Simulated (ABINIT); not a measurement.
# BN (P6_3mc): G0W0 in ABINIT against the bands in the self-energy

Wanted: the cheapest bands in the self-energy that holds the gap of BN (P6_3mc).

Calculated with ABINIT 10.8.3; PBEsol and many-body steps on it, plane waves.

Most raw output is cut from this account.

The database entry behind the starting cell has ideal inner coordinates that were not refined, so it need not match the best structure at ambient conditions.

## 1. The structure

It takes space group P6_3mc (No. 186, hexagonal). The conventional cell has a = 2.536 Å, b = 2.536 Å, c = 4.199 Å, α = 90.00°, β = 90.00°, γ = 120.00°. Nearest to B lie 4 N at 1.56 to 1.57 Å. Nearest to N lie 4 B at 1.56 to 1.57 Å. Farther neighbours and most contacts between anions are not listed.

The cell and positions come from the Crystallography Open Database and are kept as given unless a step says otherwise. This is not the form that BN usually takes at ambient conditions.

## 2. Screening, 3×3×2 mesh, 45 bands, screening to 176.9 eV

This step: ABINIT 10.8.3; RPA screening on PBEsol, plane waves, norm-conserving pseudopotentials.

The RPA dielectric matrix is built and inverted for each q.

run.abi reads:

```
acell 3*1.0 Angstrom
rprim 
  2.536000000002 -0.000000000000 0.000000000000
  -1.268000000000 2.196240423999 0.000000000000
  0.000000000000 0.000000000000 4.199000000000
ntypat 2
znucl 5 7
natom 4
typat 1 1 2 2
xred 
  0.666666666667 0.333333333333 0.000000000000
  0.333333333333 0.666666666667 0.500000000000
  0.666666666667 0.333333333333 0.375000000000
  0.333333333333 0.666666666667 0.875000000000
pp_dirpath "pseudos"
pseudos "B.upf, N.upf"
ecut 36
ngkpt 3 3 2
nshiftk 1
shiftk 0 0 0
kptopt 1
chksymbreak 0
istwfk *1
occopt 1
irdwfk 1
optdriver 3
nband 45
ecuteps 6.5
inclvkb 2
awtr 1
symchi 1
indata_prefix "in"
outdata_prefix "out"
tmpdata_prefix "tmp"
```

Launch:

```console
$ OMP_NUM_THREADS=1 mpirun -n 4 abinit run.abi > log
```

It took 4.3 s on 4 MPI ranks of Arm Neoverse N1, shared host; peak memory 0.28 GiB; 17 s of CPU time.

This step gave:

```
ε∞ with local fields, on this mesh, along the program's q direction : 5.105
the same without local fields                                       : 5.511
plasma frequency                                                    : 30.71 eV
plane waves in the screening matrix                                 : 135
```

Local fields lower ε∞ by 7 %. On a Γ-centred mesh this coarse the value itself is usually too large, while a short band sum pulls it down.

## 3. 16 bands

This step: G0W0 on PBEsol, plane waves, norm-conserving pseudopotentials.

Changes to run.abi since step 2:

```diff
@@ -25,8 +25,17 @@
 irdwfk 1
-optdriver 3
-nband 45
+optdriver 4
+nband 16
+gwcalctyp 0
+ecutsigx 36
+symsigma 1
+nkptgw 2
+kptgw 
+  0.0000000000 0.0000000000 0.0000000000
+  0.3333333333 0.3333333333 0.0000000000
+bdgw 
+  7 10
+  7 11
 ecuteps 6.5
-inclvkb 2
-awtr 1
-symchi 1
+irdscr 1
+ppmodel 1
 indata_prefix "in"
```

Wall time 3.4 s (4 MPI ranks); peak memory 0.28 GiB.

This step gave:

```yaml
g0w0_gap_on_the_points_computed: 6.684 eV
starting_gap_on_the_mesh: 5.041 eV
k_of_the_valence_top: 0, 0, 0
k_of_the_conduction_bottom: 0.3333, 0.3333, 0
z_at_the_valence_top: 0.842
z_at_the_conduction_bottom: 0.875
least_direct_g0w0_gap_on_the_computed_points: 10.70 eV
```

## 4. 17 bands

The self-energy is evaluated for the states that the input lists, and the levels follow from it, in one-shot runs by the linearised quasiparticle equation.

Changes to run.abi since step 3:

```diff
@@ -26,3 +26,3 @@
 optdriver 4
-nband 16
+nband 17
 gwcalctyp 0
```

Wall time 3.5 s (4 MPI ranks); peak memory 0.28 GiB; 13 s of CPU time.

Numbers from this step:

```yaml
g0w0_gap_on_the_points_computed: 6.729 eV
starting_gap_on_the_mesh: 5.041 eV
k_of_the_valence_top: 0, 0, 0
k_of_the_conduction_bottom: 0.3333, 0.3333, 0
z_at_the_valence_top: 0.84
z_at_the_conduction_bottom: 0.873
least_direct_g0w0_gap_on_the_computed_points: 10.75 eV
```

The gap on the mesh goes from 5.04 eV to 6.73 eV, a correction of +1.69 eV.

## 5. 30 bands

Changes to run.abi since step 4:

```diff
@@ -26,3 +26,3 @@
 optdriver 4
-nband 17
+nband 30
 gwcalctyp 0
```

Run time: 3.8 s. Hardware: 4 MPI ranks; peak memory 0.28 GiB.

This step gave:

- G0W0 gap on the points computed: 6.547 eV
- starting gap on the mesh: 5.041 eV
- k of the valence top: 0, 0, 0
- k of the conduction bottom: 0.3333, 0.3333, 0
- least direct G0W0 gap on the computed points: 10.48 eV

Against the run before, the gap moves by −0.182 eV.

## 6. 45 bands

Changes to run.abi since step 5:

```diff
@@ -26,3 +26,3 @@
 optdriver 4
-nband 30
+nband 45
 gwcalctyp 0
```

The job ended after 4.3 s (4 MPI ranks; peak memory 0.29 GiB).

This step gave:

| Property | Result |
| --- | --- |
| G0W0 gap on the points computed | 6.598 eV |
| starting gap on the mesh | 5.041 eV |
| k of the valence top | 0, 0, 0 |
| k of the conduction bottom | 0.3333, 0.3333, 0 |
| least direct G0W0 gap on the computed points | 10.45 eV |

Against the run before, the gap moves by +0.051 eV.

## 7. The runs together

Times are wall times on 4 MPI ranks of Arm Neoverse N1, shared host, good to a factor of about two. A run's time includes the screening step that it read.

```
     run   mesh  bands  screening cutoff (eV)  DFT gap (eV)  gap on the mesh (eV)  direct (eV)  ε∞ used   time
16 bands  3×3×2     16                  176.9         5.041                 6.684       10.700     5.10  7.7 s
17 bands  3×3×2     17                  176.9         5.041                 6.729       10.752     5.10  7.8 s
30 bands  3×3×2     30                  176.9         5.041                 6.547       10.481     5.10  8.1 s
45 bands  3×3×2     45                  176.9         5.041                 6.598       10.451     5.10  8.6 s
```

## 8. Outcome

```json
{"16 bands": "6.684 eV", "17 bands": "6.729 eV", "30 bands": "6.547 eV", "45 bands": "6.598 eV", "known limits": "not at the basis limit; coarse k mesh"}
```

**Reading.** The setting moved: bands in the self-energy. From 16 bands to 45 bands the gap moves by −0.09 eV, not steadily: it passes through 6.55 eV. The last step still moves it by +0.051 eV. Bands and screening cutoff are coupled, so a series along one setting does not show full convergence. Bands and cutoff are finite, so the gap is not at the basis limit. The miss can reach some tenths of an eV and take either sign; the mesh is an error of its own. In the G0W0 runs levels were corrected at 2 k points alone, so a gap called «on the mesh» is the least over those, and an edge elsewhere would be missed. The 3×3×2 mesh is coarse for this cell, which bears on the long-range parts of exchange and screening.

[Paths, hosts, dates, memory and timing lines, banners, echoed tables and standing remarks are left out of the program output.]

[Logs are printed without paths, hosts, clocks, repeated set-up lines and the standing remarks that a program may print on its own settings, such as how far it seeks lower states.]

[Runs of the session that timed out or met a known fault of the program may be left out.]

[Hosts, paths, dates, database ids (printed as entryN), source tags and the programs' standing remarks are cut or masked in the printed files.]

[G0W0 gaps are taken among the corrected bands and points alone; a level outside them can change the order at an edge.]

[Where Ansatz stands beside ABINIT at settings called matched, ABINIT's density can come from a denser mesh and the files from another edition; pairs whose starting gaps differed by over 0.03 eV were left out, so agreement reads better than it is.]
